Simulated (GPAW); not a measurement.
Crystal: BAs.

```
As B
1.0
     0.00000    2.38850    2.38850
     2.38850    0.00000    2.38850
     2.38850    2.38850    0.00000
As B
1 1
Direct
  0.75000 0.75000 0.75000
  0.00000 0.00000 0.00000
```

Base run:

| Item | Value |
| --- | --- |
| Program | GPAW 26.7.0 |
| Functional | PBEsol |
| Potentials or basis | PAW data sets generated in the run's folder for this functional |
| Cutoff | 800 eV |
| Basis | pw |
| k mesh | 10 × 10 × 10 |
| Occupations | fermi-dirac, width 0.05 eV |
| Spin | no spin polarisation |

Its results: band gap on the k mesh 1.08 eV, indirect (least direct gap 3.26 eV); pressure -0.3 GPa.

Q: The run is repeated on the same cell with these changes: k mesh from 10 × 10 × 10 to 7 × 7 × 7; spin from no spin polarisation to spin-orbit coupling, no magnetisation. What comes out?

A: Band gap on the k mesh 1.03 eV, indirect (least direct gap 3.04 eV); pressure -0.3 GPa.

Several settings changed at once, so the effect can't be laid on one alone.

Caveats: spin-orbit coupling was added after a scalar SCF, so levels and gaps hold it while energy, forces, pressure and moments don't (some runs); this program's spin-orbit splittings come out too wide for heavy elements (some runs).

Not every run made on this cell is shown here.
